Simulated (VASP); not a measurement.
# ZrSe2 (P-3m1) in VASP: a series of runs

The runs below take ZrSe2 through single point, with PBE.

All numbers are computed with VASP 6.6.1; they aren't measurements. Logs are shortened: lines on timing, memory, paths and dates and some standing lists are left out, and cuts for length are marked.

## Step 1: The crystal as given

Symmetry: P-3m1, No. 164, trigonal system. The conventional cell has a = 3.798 Å, b = 3.798 Å, c = 6.192 Å, α = 90.00°, β = 90.00°, γ = 120.00°. Zr (site symmetry -3m) is surrounded by 6 Se at 2.68 Å. Se (site symmetry 3m) is surrounded by 3 Zr at 2.68 Å.

## Step 2: Single point, PBE, spin-orbit coupling, no magnetisation

File INCAR:

```
SYSTEM = ZrSe2
PREC = Accurate ; ENCUT = 600
EDIFF = 1E-7 ; ISMEAR = 0
SIGMA = 0.02 ; LREAL = .FALSE.
LASPH = .TRUE. ; NELM = 100
ALGO = Normal ; ISIF = 2
LWAVE = .FALSE. ; LCHARG = .FALSE.
MAGMOM = 0 0 0 0 0 0 0 0 0 ; LORBIT = 11
LSORBIT = .TRUE. ; GGA_COMPAT = .FALSE.
LMAXMIX = 4 ; GGA = PE
NBANDS = 40
```

File KPOINTS:

```
Automatic mesh
0
G
  6 6 3
  0 0 0
```

File POSCAR:

```
ZrSe2
1.0
    3.7980000000      0.0000000000      0.0000000000
   -1.8990000000      3.2891644836      0.0000000000
    0.0000000000      0.0000000000      6.1920000000
Zr Se
1 2
Direct
    0.0000000000      0.0000000000      0.0000000000
    0.6666666667      0.3333333333      0.7500000000
    0.3333333333      0.6666666667      0.2500000000
```

Potentials or basis: VASP PAW PBE potentials, release 64 (Zr_sv, Se).

Launch:

```
$ cat potpaw_PBE.64/Zr_sv/POTCAR potpaw_PBE.64/Se/POTCAR > POTCAR
$ mpirun -np 1 vasp_ncl > vasp.out
```

OUTCAR:

```text
SYSTEM = ZrSe2
   PREC = Accurate
   ENCUT = 600
   EDIFF = 1E-7
   ISMEAR = 0
   LREAL = .FALSE.
   LASPH = .TRUE.
   NELM = 100
   ISIF = 2
   LORBIT = 11
   LSORBIT = .TRUE.
   GGA = PE

 Found     17 irreducible k-points:

 Following reciprocal coordinates:
            Coordinates               Weight
  0.000000  0.000000  0.000000      1.000000
  0.166667 -0.000000  0.000000      6.000000
  0.333333 -0.000000  0.000000      6.000000
  0.500000 -0.000000  0.000000      3.000000
  0.166667  0.166667  0.000000      6.000000
  0.333333  0.166667  0.000000     12.000000
   k-points           NKPTS =     17   k-points in BZ     NKDIM =     17   number of bands    NBANDS=     40
   number of dos      NEDOS =    301   number of ions     NIONS =      3
   total plane-waves  NPLWV =  45000
   dimension x,y,z NGX =    30 NGY =   30 NGZ =   50
   dimension x,y,z NGXF=    60 NGYF=   60 NGZF=  100
   ions per type =               1   2
   NGX,Y,Z   is equivalent  to a cutoff of  13.13, 13.13, 13.42 a.u.
   NGXF,Y,Z  is equivalent  to a cutoff of  26.26, 26.26, 26.85 a.u.
 SYSTEM =  ZrSe2
   PREC   = accura    normal or accurate (medium, high low for compatibility)
   ISTART =      0    job   : 0-new  1-cont  2-samecut
   ICHARG =      2    charge: 1-file 2-atom 10-const
   ISPIN  =      1    spin polarized calculation?
   LNONCOLLINEAR =      T non collinear calculations
   LSORBIT =      T    spin-orbit coupling
   LASPH  =      T    aspherical Exc in radial PAW
   ENCUT  =  600.0 eV  44.10 Ry    6.64 a.u.   7.59  7.59 12.37*2*pi/ulx,y,z
   NELM   =    100;   NELMIN=  2; NELMDL= -5     # of ELM steps
   EDIFF  = 0.1E-06   stopping-criterion for ELM
   LREAL  =      F    real-space projection
   EDIFFG = 0.1E-05   stopping-criterion for IOM
   NSW    =      0    number of steps for IOM
   IBRION =     -1    ionic relax: 0-MD 1-quasi-New 2-CG
   NFREE  =      0    steps in history (QN), initial steepest desc. (CG)
   ISIF   =      2    stress and relaxation
   ISYM   =      2    0-nonsym 1-usesym 2-fastsym
   POTIM  = 0.5000    time-step for ionic-motion
   TEBEG  =    0.0;   TEEND  =   0.0 temperature during run
   PSTRESS=    0.0 pullay stress
   NELECT =      24.0000    total number of electrons
   NUPDOWN=      -1.0000    fix difference up-down
   EMIN   =  10.00;   EMAX   =-10.00  energy-range for DOS
   EFERMI =   0.00;   METHOD = LEGACY
   ISMEAR =     0;   SIGMA  =   0.02  broadening in eV -4-tet -1-fermi 0-gaus
   EFERMI_NEDOS =   21; number of points for ismear=-14 and -15
   IALGO  =     38    algorithm
   IMIX   =      4    mixing-type and parameters
     AMIX     =   0.40;   BMIX     =  1.00
     AMIX_MAG =   1.60;   BMIX_MAG =  1.00
  volume/ion in A,a.u.               =      25.78       174.00
  Fermi-wavevector in a.u.,A,eV,Ry     =   1.108293  2.094371 16.712230  1.228314
  Thomas-Fermi vector in A             =   2.244819
   LORBIT       =     11    0 simple, 1 ext, 2 COOP (PROOUT), +10 PAW based schemes
   GGA     = PE    functional components
   LHFCALC =     F    Hartree Fock is set to
   AEXX    =    0.0000 exact exchange contribution
   IVDW    =     0    specifies the selected vdW correction
   LEPSILON=     F    determine dielectric tensor
   LRPA    =     F    only Hartree local field effects (RPA)
 Gauss-broadening in eV      SIGMA  =   0.02
  energy-cutoff  :      600.00
  volume of cell :       77.35
 maximum number of plane-waves:      5190
   NGX = 15   NGY = 15   NGZ = 25

 number of electron      24.0000000 magnetization      -0.0000000      0.0000000      0.0000000

 number of electron      24.0000000 magnetization      -0.0000000     -0.0000000     -0.0000000

 number of electron      24.0000000 magnetization       0.0000000      0.0000000      0.0000000

 number of electron      24.0000000 magnetization      -0.0000000      0.0000000     -0.0000000

 Free energy of the ion-electron system (eV)
  ---------------------------------------------------
  ext. energy  EPLUGINS =         0.00000000
  ---------------------------------------------------
  free energy    TOTEN  =       -19.66020804 eV

  energy without entropy =      -19.66020804  energy(sigma->0) =      -19.66020804

 E-fermi :   4.4792     XC(G=0):  -9.4463

 val. band max:        4.3827360497   @ k =   0.0000   0.0000   0.0000
 cond. band min:       4.6937622090   @ k =   0.5000  -0.0000   0.3333
 fundamental gap:      0.3110261594
 Fermi energy:         4.4792272775

 k-point     1 :       0.0000    0.0000    0.0000
  band No.  band energies     occupation
      1     -45.2381      1.00000
      2     -45.2381      1.00000
      3     -24.3779      1.00000
      4     -24.3779      1.00000
      5     -22.6927      1.00000
      6     -22.6927      1.00000
[... 28 lines left out ...]
     35       9.0005      0.00000
     36       9.0005      0.00000

 k-point     2 :       0.1667   -0.0000    0.0000
  band No.  band energies     occupation
      1     -45.2351      1.00000
      2     -45.2351      1.00000
      3     -24.3900      1.00000
      4     -24.3900      1.00000
      5     -22.6983      1.00000
      6     -22.6983      1.00000
[... 28 lines left out ...]
     35      10.2990      0.00000
     36      10.2990      0.00000

 k-point     3 :       0.3333   -0.0000    0.0000
  band No.  band energies     occupation
      1     -45.2291      1.00000
      2     -45.2291      1.00000
      3     -24.4156      1.00000
      4     -24.4156      1.00000
      5     -22.7349      1.00000
      6     -22.7349      1.00000
[... 28 lines left out ...]
     35      10.9039      0.00000
     36      10.9039      0.00000

 k-point     4 :       0.5000   -0.0000    0.0000
  band No.  band energies     occupation
      1     -45.2261      1.00000
      2     -45.2261      1.00000
      3     -24.4290      1.00000
      4     -24.4290      1.00000
      5     -22.7627      1.00000
      6     -22.7627      1.00000
[... 28 lines left out ...]
     35      10.1458      0.00000
     36      10.1458      0.00000

 k-point     5 :       0.1667    0.1667    0.0000
  band No.  band energies     occupation
      1     -45.2306      1.00000
      2     -45.2306      1.00000
      3     -24.4088      1.00000
      4     -24.4088      1.00000
      5     -22.7170      1.00000
      6     -22.7170      1.00000
[... 28 lines left out ...]
     35      11.8516      0.00000
     36      11.8516      0.00000

 k-point     6 :       0.3333    0.1667    0.0000
  band No.  band energies     occupation
      1     -45.2261      1.00000
      2     -45.2261      1.00000
      3     -24.4281      1.00000
      4     -24.4281      1.00000
      5     -22.7496      1.00000
      6     -22.7496      1.00000
[... 28 lines left out ...]
     35      11.1589      0.00000
     36      11.1589      0.00000

 [... further k-points ...]

 [bands above 36 left out]

------------------------ aborting loop because EDIFF is reached ----------------------------------------

  FORCE on cell =-STRESS in cart. coord.  units (eV):
  Direction    XX          YY          ZZ          XY          YZ          ZX
  --------------------------------------------------------------------------------------
  -------------------------------------------------------------------------------------
  Total        0.7896055      0.7896055      1.5069642     -0.0000000      0.0000000      0.0000000
  in kB       16.3549507     16.3549507     31.2134681     -0.0000000      0.0000000      0.0000000
  external PRESSURE =      21.3077898 kB  Pullay stress =       0.0000000 kB

 VOLUME and BASIS-vectors are now :
 -----------------------------------------------------------------------------
  energy-cutoff  :      600.00
  volume of cell :       77.35
      direct lattice vectors                 reciprocal lattice vectors
     3.798000000  0.000000000  0.000000000     0.263296472  0.152014289  0.000000000
    -1.899000000  3.289164484  0.000000000     0.000000000  0.304028578  0.000000000
     0.000000000  0.000000000  6.192000000     0.000000000  0.000000000  0.161498708

 POSITION                                       TOTAL-FORCE (eV/Angst)
 -----------------------------------------------------------------------------------
      0.00000      0.00000      0.00000         0.000000      0.000000      0.000000
      1.89900      1.09639      4.64400         0.000000      0.000000     -0.291226
     -0.00000      2.19278      1.54800        -0.000000     -0.000000      0.291226
 -----------------------------------------------------------------------------------
    total drift:                                0.000000      0.000000      0.000000

  FREE ENERGIE OF THE ION-ELECTRON SYSTEM (eV)
  ---------------------------------------------------
  free  energy   TOTEN  =       -19.6602080395 eV

  energy  without entropy=      -19.6602080395  energy(sigma->0) =      -19.66020804

 Spin-Orbit-Coupling matrix elements

 Ion:    1  E_soc:     -0.1421275
 l=   1
     0.0000000    -0.0226300    -0.0226428
    -0.0226300     0.0000000    -0.0226300
    -0.0226428    -0.0226300     0.0000000
 l=   2
     0.0000000    -0.0002748     0.0000000    -0.0002748    -0.0006627
    -0.0002748     0.0000000    -0.0005014    -0.0003961    -0.0002748
     0.0000000    -0.0005014     0.0000000    -0.0005014     0.0000000
    -0.0002748    -0.0003961    -0.0005014     0.0000000    -0.0002748
    -0.0006627    -0.0002748     0.0000000    -0.0002748     0.0000000
 l=   3
     0.0000000     0.0000000     0.0000000     0.0000000     0.0000000     0.0000000     0.0000000
     0.0000000     0.0000000     0.0000000     0.0000000     0.0000000     0.0000000     0.0000000
     0.0000000     0.0000000     0.0000000     0.0000000     0.0000000     0.0000000     0.0000000
     0.0000000     0.0000000     0.0000000     0.0000000     0.0000000     0.0000000     0.0000000
     0.0000000     0.0000000     0.0000000     0.0000000     0.0000000     0.0000000     0.0000000
     0.0000000     0.0000000     0.0000000     0.0000000     0.0000000     0.0000000     0.0000000
     0.0000000     0.0000000     0.0000000     0.0000000     0.0000000     0.0000000     0.0000000

 Ion:    2  E_soc:     -0.0395130
 l=   1
     0.0000000    -0.0066653    -0.0064445
    -0.0066653     0.0000000    -0.0066653
    -0.0064445    -0.0066653     0.0000000
 l=   2
     0.0000000     0.0000009     0.0000000     0.0000009     0.0000019
     0.0000009     0.0000000     0.0000044     0.0000044     0.0000009
     0.0000000     0.0000044     0.0000000     0.0000044     0.0000000
     0.0000009     0.0000044     0.0000044     0.0000000     0.0000009
     0.0000019     0.0000009     0.0000000     0.0000009     0.0000000
 l=   3
     0.0000000     0.0000000     0.0000000     0.0000000     0.0000000     0.0000000     0.0000000
     0.0000000     0.0000000     0.0000000     0.0000000     0.0000000     0.0000000     0.0000000
     0.0000000     0.0000000     0.0000000     0.0000000     0.0000000     0.0000000     0.0000000
     0.0000000     0.0000000     0.0000000     0.0000000     0.0000000     0.0000000     0.0000000
     0.0000000     0.0000000     0.0000000     0.0000000     0.0000000     0.0000000     0.0000000
     0.0000000     0.0000000     0.0000000     0.0000000     0.0000000     0.0000000     0.0000000
     0.0000000     0.0000000     0.0000000     0.0000000     0.0000000     0.0000000     0.0000000

 Ion:    3  E_soc:     -0.0395130
 l=   1
     0.0000000    -0.0066653    -0.0064445
    -0.0066653     0.0000000    -0.0066653
    -0.0064445    -0.0066653     0.0000000
 l=   2
     0.0000000     0.0000009     0.0000000     0.0000009     0.0000019
     0.0000009     0.0000000     0.0000044     0.0000044     0.0000009
     0.0000000     0.0000044     0.0000000     0.0000044     0.0000000
     0.0000009     0.0000044     0.0000044     0.0000000     0.0000009
     0.0000019     0.0000009     0.0000000     0.0000009     0.0000000
 l=   3
     0.0000000     0.0000000     0.0000000     0.0000000     0.0000000     0.0000000     0.0000000
     0.0000000     0.0000000     0.0000000     0.0000000     0.0000000     0.0000000     0.0000000
     0.0000000     0.0000000     0.0000000     0.0000000     0.0000000     0.0000000     0.0000000
     0.0000000     0.0000000     0.0000000     0.0000000     0.0000000     0.0000000     0.0000000
     0.0000000     0.0000000     0.0000000     0.0000000     0.0000000     0.0000000     0.0000000
     0.0000000     0.0000000     0.0000000     0.0000000     0.0000000     0.0000000     0.0000000
     0.0000000     0.0000000     0.0000000     0.0000000     0.0000000     0.0000000     0.0000000

 total charge

# of ion       s       p       d       tot
------------------------------------------
    1        2.169   6.011   1.464   9.643
    2        1.461   2.411   0.028   3.900
    3        1.461   2.411   0.028   3.900
--------------------------------------------------
tot          5.091  10.832   1.519  17.442

 magnetization (x)

# of ion       s       p       d       tot
------------------------------------------
    1        0.000   0.000   0.000   0.000
    2       -0.000   0.000   0.000   0.000
    3       -0.000   0.000  -0.000   0.000
--------------------------------------------------
tot         -0.000   0.000   0.000   0.000

 magnetization (y)

# of ion       s       p       d       tot
------------------------------------------
    1        0.000  -0.000   0.000  -0.000
    2        0.000   0.000   0.000   0.000
    3        0.000   0.000   0.000   0.000
--------------------------------------------------
tot          0.000  -0.000   0.000   0.000

 magnetization (z)

# of ion       s       p       d       tot
------------------------------------------
    1        0.000   0.000   0.000   0.000
    2        0.000   0.000   0.000   0.000
    3        0.000   0.000   0.000   0.000
--------------------------------------------------
tot          0.000   0.000   0.000   0.000
```

It took 2.1 min on 1 thread of Intel Xeon Platinum 8559C (Emerald Rapids), shared host; peak memory 0.42 GiB.

These settings aren't checked as converged: the numbers below hold their error.

What came out:

```
Free energy                                           : -19.6602 eV
Pressure                                              : 2.1 GPa
Largest force                                         : 0.291 eV/Å
Valence electrons inside the program's atomic spheres : Zr 9.64; Se 3.90
```

Caveat: this functional lacks dispersion, which binds the layers, so the pressure and a relaxed spacing across them are unreliable.

## Step 3: Single point, PBE, spin-orbit coupling, no magnetisation

Changes to INCAR since step 2:

```diff
@@ -1,3 +1,3 @@
 SYSTEM = ZrSe2
-PREC = Accurate ; ENCUT = 600
+PREC = Accurate ; ENCUT = 350
 EDIFF = 1E-7 ; ISMEAR = 0
```

File KPOINTS:

```
Automatic mesh
0
G
  8 8 5
  0 0 0
```

POSCAR is that of step 2.

Potentials or basis: VASP PAW PBE potentials, release 64 (Zr_sv, Se).

Launch:

```
$ cat potpaw_PBE.64/Zr_sv/POTCAR potpaw_PBE.64/Se/POTCAR > POTCAR
$ mpirun -np 1 vasp_ncl > vasp.out
```

Run time: 1.7 min. Hardware: 1 thread of Intel Xeon Platinum 8559C (Emerald Rapids), shared host; peak memory 0.3 GiB.

The run converged, but some of its settings lie outside the range that counts as converged, so its numbers aren't taken as properties of the crystal.

Results:

```yaml
Free_energy: -19.6716 eV
Pressure: 1.8 GPa
Largest_force: 0.310 eV/Å
Valence_electrons_inside_the_program's_atomic_spheres: Zr 9.64; Se 3.90
```

Caveat: this functional lacks dispersion, which binds the layers, so the pressure and a relaxed spacing across them are unreliable.
